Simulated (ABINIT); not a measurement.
# AlCo (Pm-3m) in ABINIT: single point with PBEsol

Aim: the single point of AlCo with PBEsol.

All numbers are computed with ABINIT 10.8.3 (patched build); they aren't measurements. Logs are shortened: lines on timing, memory, paths and dates and some standing lists are left out, and cuts for length are marked. The log counts tension as positive stress, the text compression.

**1. Starting point**

Symmetry: Pm-3m, No. 221, cubic system. The conventional cell has a = 2.819 Å, b = 2.819 Å, c = 2.819 Å, α = 90.00°, β = 90.00°, γ = 90.00°. Co (site symmetry m-3m) is surrounded by 8 Al at 2.44 Å. Around Al (site symmetry m-3m) lie 8 Co at 2.44 Å.

The cell is a database's computed one.

**2. Single point, PBEsol, collinear spin, ferromagnetic start**

The input, run.abi:

```
# Pseudopotentials
pp_dirpath "./"
pseudos "Co.upf, Al.upf"

# Structure
acell 2.81940321 2.81940321 2.81940321 Angstrom
rprim
     1.0000000000     0.0000000000     0.0000000000
     0.0000000000     1.0000000000     0.0000000000
     0.0000000000     0.0000000000     1.0000000000
ntypat 2
znucl 27 13
natom 2
typat 1 2
xred
     0.5000000000     0.5000000000     0.5000000000
     0.0000000000     0.0000000000     0.0000000000

# Plane-wave basis
ecut 1306.146540 eV

# k points
kptopt 1
ngkpt 9 9 9
nshiftk 1
shiftk 0.0 0.0 0.0

# Exchange and correlation
ixc -116133

# Bands and occupations
nband 15
occopt 3
tsmear 0.05 eV

# Spin
nsppol 2
spinat
     0.0000000000     0.0000000000     5.0000000000
     0.0000000000     0.0000000000     0.0000000000

# SCF cycle
nstep 100
tolvrs 1.0e-10

# Output
iomode 3
prtwf 0
prtden 0
prteig 0
prtebands 0
enunit 2
```

Potentials or basis: PseudoDojo NC SR PBEsol v0.4.1 standard.

The run is started by

```sh
abinit run.abi > log 2>&1
```

run.abo:

```text
.Version 10.8.3 of ABINIT
 Symmetries : space group Pm -3 m (#221); Bravais cP (primitive cubic)
================================================================================
 Values of the parameters that define the memory need of the present run
     intxc =       0    ionmov =       0      iscf =       7    lmnmax =       6
     lnmax =       6     mgfft =      36  mpssoang =       3    mqgrid =    3001
     natom =       2  nloc_mem =       1    nspden =       2   nspinor =       1
    nsppol =       2      nsym =      48    n1xccc =    2501    ntypat =       2
    occopt =       3   xclevel =       2
       mpw =        2429          nfft =       46656          nkpt =          35
================================================================================
================================================================================

--------------------------------------------------------------------------------
------------- Echo of variables that govern the present computation ------------
--------------------------------------------------------------------------------
 -outvars: echo values of preprocessed input variables --------
            acell      5.3278999054E+00  5.3278999054E+00  5.3278999054E+00 Bohr
              amu      5.89332000E+01  2.69815390E+01
             ecut      4.80000000E+01 Hartree
           enunit           2
              ixc     -116133
         kptrlatt        9    0    0      0    9    0      0    0    9
          kptrlen      4.79510991E+01
            natom           2
            nband          15
            ngfft          36      36      36
             nkpt          35
           nspden           2
           nsppol           2
            nstep         100
             nsym          48
           ntypat           2
           occopt           3
           prtden           0
        prtebands           0
           prteig           0
            prtwf           0
          spgroup         221
           spinat      0.0000000000E+00  0.0000000000E+00  5.0000000000E+00
                       0.0000000000E+00  0.0000000000E+00  0.0000000000E+00
           tolvrs      1.00000000E-10
           tsmear      1.83746611E-03 Hartree
            typat      1  2
           xangst      1.4097016050E+00  1.4097016050E+00  1.4097016050E+00
                       0.0000000000E+00  0.0000000000E+00  0.0000000000E+00
            xcart      2.6639499527E+00  2.6639499527E+00  2.6639499527E+00
                       0.0000000000E+00  0.0000000000E+00  0.0000000000E+00
             xred      5.0000000000E-01  5.0000000000E-01  5.0000000000E-01
                       0.0000000000E+00  0.0000000000E+00  0.0000000000E+00
            znucl       27.00000   13.00000

================================================================================

 chkinp: Checking input parameters for consistency.

================================================================================
== DATASET  1 ==================================================================

--- !DatasetInfo
iteration_state: {dtset: 1, }
dimensions: {natom: 2, nkpt: 35, mband: 15, nsppol: 2, nspinor: 1, nspden: 2, mpw: 2429, }
cutoff_energies: {ecut:  48.0, pawecutdg:  -1.0, }
electrons: {nelect:   2.00000000E+01, charge:   0.00000000E+00, occopt:   3.00000000E+00, tsmear:   1.83746611E-03, }
meta: {optdriver: 0, ionmov: 0, optcell: 0, iscf: 7, paral_kgb: 0, }
...

 Real(R)+Recip(G) space primitive vectors, cartesian coordinates (Bohr,Bohr^-1):
 R(1)=  5.3278999  0.0000000  0.0000000  G(1)=  0.1876912  0.0000000  0.0000000
 R(2)=  0.0000000  5.3278999  0.0000000  G(2)=  0.0000000  0.1876912  0.0000000
 R(3)=  0.0000000  0.0000000  5.3278999  G(3)=  0.0000000  0.0000000  0.1876912
 Unit cell volume ucvol=  1.5124052E+02 bohr^3
 Angles (23,13,12)=  9.00000000E+01  9.00000000E+01  9.00000000E+01 degrees

 getcut: wavevector=  0.0000  0.0000  0.0000  ngfft=  36  36  36
         ecut(hartree)=     48.000   => boxcut(ratio)=   2.16651

--- Pseudopotential description ------------------------------------------------
- pspini: atom type   1  psp file is ./Co.upf
12 -116133 2 -1 1388                          pspcod,pspxc,lmax,lloc,mmax
     nproj     2     2     2

- pspini: atom type   2  psp file is ./Al.upf
12 -116133 2 -1 1876                          pspcod,pspxc,lmax,lloc,mmax
     nproj     2     2     2

   3.89564525E+02                                ecore*ucvol(ha*bohr**3)
--------------------------------------------------------------------------------
[... 48 lines left out ...]
- [ -2.30305551E-05,   0.00000000E+00,   0.00000000E+00, ]
- [  0.00000000E+00,  -2.30305551E-05,   0.00000000E+00, ]
- [  0.00000000E+00,   0.00000000E+00,  -2.30305551E-05, ]
pressure_GPa:   6.7758E-01
xred      :
- [  5.0000E-01,   5.0000E-01,   5.0000E-01, Co]
- [  0.0000E+00,   0.0000E+00,   0.0000E+00, Al]
cartesian_forces: # hartree/bohr
- [ -0.00000000E+00,  -0.00000000E+00,  -0.00000000E+00, ]
- [ -0.00000000E+00,  -0.00000000E+00,  -0.00000000E+00, ]
force_length_stats: {min:   0.00000000E+00, max:   0.00000000E+00, mean:   0.00000000E+00, }
...

 Integrated electronic and magnetization densities in atomic spheres:
 ------------------------------------------------------------------------------------------------------------
 Radius=ratsph(iatom), smearing ratsm=  0.0000. Diff(up-dn)=approximate z local magnetic moment.
    Atom    Radius    up_density   dn_density  Total(up+dn)  Diff(up-dn)
    1 Co   2.00000     7.703894     7.703893     15.407786     0.000001
    2 Al   2.00000     0.520994     0.520995      1.041989    -0.000000
 ------------------------------------------------------------------------------------------------------------
  Sum:                 8.224888     8.224887     16.449775     0.000001
 Total magnetization (from the atomic spheres):                0.000001
 Total magnetization (exact up - dn):                          0.000000

================================================================================

 ----iterations are completed or convergence reached----

 Mean square residual over all n,k,spin=   19.236E-08; max=  80.367E-06
 reduced coordinates (array xred) for    2 atoms
       0.500000000000      0.500000000000      0.500000000000
       0.000000000000      0.000000000000      0.000000000000
 rms dE/dt=  0.0000E+00; max dE/dt=  0.0000E+00; dE/dt below (all hartree)
    1       0.000000000000      0.000000000000      0.000000000000
    2       0.000000000000      0.000000000000      0.000000000000

 cartesian coordinates (angstrom) at end:
    1      1.40970160500000     1.40970160500000     1.40970160500000
    2      0.00000000000000     0.00000000000000     0.00000000000000

 cartesian forces (hartree/bohr) at end:
    1     -0.00000000000000    -0.00000000000000    -0.00000000000000
    2     -0.00000000000000    -0.00000000000000    -0.00000000000000
 frms,max,avg= 0.0000000E+00 0.0000000E+00   0.000E+00  0.000E+00  0.000E+00 h/b

 cartesian forces (eV/Angstrom) at end:
    1     -0.00000000000000    -0.00000000000000    -0.00000000000000
    2     -0.00000000000000    -0.00000000000000    -0.00000000000000
 frms,max,avg= 0.0000000E+00 0.0000000E+00   0.000E+00  0.000E+00  0.000E+00 e/A
 length scales=  5.327899905405  5.327899905405  5.327899905405 bohr
              =  2.819403210000  2.819403210000  2.819403210000 angstroms
 Fermi (or HOMO) energy (hartree) =   0.42668   Average Vxc (hartree)=  -0.46612
 Magnetization (Bohr magneton)=  4.49453076E-07
 Total spin up =  1.00000002E+01   Total spin down =  9.99999978E+00
 Eigenvalues (hartree) for nkpt=  35  k points, SPIN UP:
 kpt#   1, nband= 15, wtk=  0.00137, kpt=  0.0000  0.0000  0.0000 (reduced coord)
  -3.04590   -1.70143   -1.70143   -1.70143    0.01199    0.31188    0.31188    0.39734
   0.39734    0.39734    0.65180    0.65180    0.65180    0.75448    0.75448
      occupation numbers for kpt#   1
   1.00000    1.00000    1.00000    1.00000    1.00000    1.00000    1.00000    1.00000
   1.00000    1.00000    0.00000    0.00000    0.00000    0.00000    0.00000
 prteigrs : prtvol=0 or 1, do not print more k-points.

 Eigenvalues (hartree) for nkpt=  35  k points, SPIN DOWN:
 kpt#   1, nband= 15, wtk=  0.00137, kpt=  0.0000  0.0000  0.0000 (reduced coord)
  -3.04590   -1.70143   -1.70143   -1.70143    0.01199    0.31188    0.31188    0.39734
   0.39734    0.39734    0.65180    0.65180    0.65180    0.75448    0.75448
      occupation numbers for kpt#   1
   1.00000    1.00000    1.00000    1.00000    1.00000    1.00000    1.00000    1.00000
   1.00000    1.00000    0.00000    0.00000    0.00000    0.00000    0.00000
 prteigrs : prtvol=0 or 1, do not print more k-points.

 Fermi (or HOMO) energy (eV) =  11.61048   Average Vxc (eV)= -12.68379
 Eigenvalues (   eV  ) for nkpt=  35  k points, SPIN UP:
 kpt#   1, nband= 15, wtk=  0.00137, kpt=  0.0000  0.0000  0.0000 (reduced coord)
 -82.88311  -46.29827  -46.29827  -46.29827    0.32634    8.48661    8.48661   10.81222
  10.81222   10.81222   17.73637   17.73637   17.73637   20.53044   20.53044
 prteigrs : prtvol=0 or 1, do not print more k-points.

 Eigenvalues (   eV  ) for nkpt=  35  k points, SPIN DOWN:
 kpt#   1, nband= 15, wtk=  0.00137, kpt=  0.0000  0.0000  0.0000 (reduced coord)
 -82.88311  -46.29827  -46.29827  -46.29827    0.32634    8.48661    8.48661   10.81222
  10.81222   10.81222   17.73637   17.73637   17.73637   20.53044   20.53044
 prteigrs : prtvol=0 or 1, do not print more k-points.

--- !EnergyTerms
iteration_state     : {dtset: 1, }
comment             : Components of total free energy in Hartree
kinetic             :  6.87745596507154E+01
hartree             :  5.13926566528945E+01
xc                  : -2.90071666065034E+01
Ewald energy        : -8.70241684615103E+01
psp_core            :  2.57579460923417E+00
local_psp           : -1.43388336079276E+02
non_local_psp       : -1.85172555096949E+01
internal            : -1.55193915744140E+02
'-kT*entropy'       : -1.59672808303762E-04
total_energy        : -1.55194075416949E+02
total_energy_eV     : -4.22304592925850E+03
band_energy         : -1.25325224555478E+01
...

 Cartesian components of stress tensor (hartree/bohr^3)
  sigma(1 1)= -2.30305551E-05  sigma(3 2)=  0.00000000E+00
  sigma(2 2)= -2.30305551E-05  sigma(3 1)=  0.00000000E+00
  sigma(3 3)= -2.30305551E-05  sigma(2 1)=  0.00000000E+00

-Cartesian components of stress tensor (GPa)         [Pressure=  6.7758E-01 GPa]
- sigma(1 1)= -6.77582325E-01  sigma(3 2)=  0.00000000E+00
- sigma(2 2)= -6.77582325E-01  sigma(3 1)=  0.00000000E+00
- sigma(3 3)= -6.77582325E-01  sigma(2 1)=  0.00000000E+00

== END DATASET(S) ==============================================================
================================================================================

 -outvars: echo values of variables after computation  --------
            acell      5.3278999054E+00  5.3278999054E+00  5.3278999054E+00 Bohr
           etotal     -1.5519407542E+02
            fcart     -0.0000000000E+00 -0.0000000000E+00 -0.0000000000E+00
                      -0.0000000000E+00 -0.0000000000E+00 -0.0000000000E+00
           strten     -2.3030555135E-05 -2.3030555135E-05 -2.3030555135E-05
                       0.0000000000E+00  0.0000000000E+00  0.0000000000E+00
           xangst      1.4097016050E+00  1.4097016050E+00  1.4097016050E+00
                       0.0000000000E+00  0.0000000000E+00  0.0000000000E+00
             xred      5.0000000000E-01  5.0000000000E-01  5.0000000000E-01
                       0.0000000000E+00  0.0000000000E+00  0.0000000000E+00
 Calculation completed.
```

Wall time 1.7 min (1 thread of Arm Neoverse V1, shared host); peak memory 0.11 GiB.

What came out:

| Property | Result |
| --- | --- |
| Free energy | -4223.0459 eV |
| Pressure | 0.7 GPa |
| Band gap on the k mesh | none (metal or under the smearing width) |
| Net moment | 0.00 μB per cell |
| Valence electrons inside the program's atomic spheres | Co 15.41; Al 1.04 |

Levels at points of the mesh, in eV from the Fermi level:
Spin up:
```
           k point  band 6  band 7  band 8  band 9  band 10  band 11  band 12  band 13  band 14  band 15
(0.00, 0.00, 0.00)   -3.12   -3.12   -0.80   -0.80    -0.80     6.13     6.13     6.13     8.92     8.92
```
Spin down:
| k point | band 7 | band 8 | band 9 | band 10 | band 11 | band 12 | band 13 | band 14 |
| --- | --- | --- | --- | --- | --- | --- | --- | --- |
| (0.00, 0.00, 0.00) | -3.12 | -0.80 | -0.80 | -0.80 | 6.13 | 6.13 | 6.13 | 8.92 |

Caveat: the starting moments collapsed, and a magnetic state may lie lower.
